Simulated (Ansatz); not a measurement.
NaBr (rock salt): values from a third-order Birch-Murnaghan fit to a volume scan beside measured ones. Computed values: PBE (plane waves to 420 eV, PAW, scalar-relativistic; Ansatz, a program for electronic structure). NaBr was relaxed with its symmetry unable to fall.

```json
[
 {"quantity": "Lattice constant a (Å)", "reference": "5.926", "kind": "measured at or taken to low temperature"},
 {"quantity": "Bulk modulus B₀ (GPa)", "reference": "22.6", "kind": "measured at or taken to low temperature"}
]
```

References as given in: Klaus Doll, Hermann Stoll, Physical review. B, Condensed matter (1998), arXiv:cond-mat/9801031.

Question: Estimate the PBE values and the sign and size of each difference.

Answer: 
| quantity | PBE | difference |
|---|---|---|
| Lattice constant a (Å) | 6.036 | +1.9 % |
| Bulk modulus B₀ (GPa) | 19.4 | -14.2 % |

PBE overestimates the lattice constant a by 1.9 %. PBE underestimates the bulk modulus B₀ by 14.2 %.

(Under strain, the slope of the energy per volume gives the stress and its curvature an elastic modulus.)
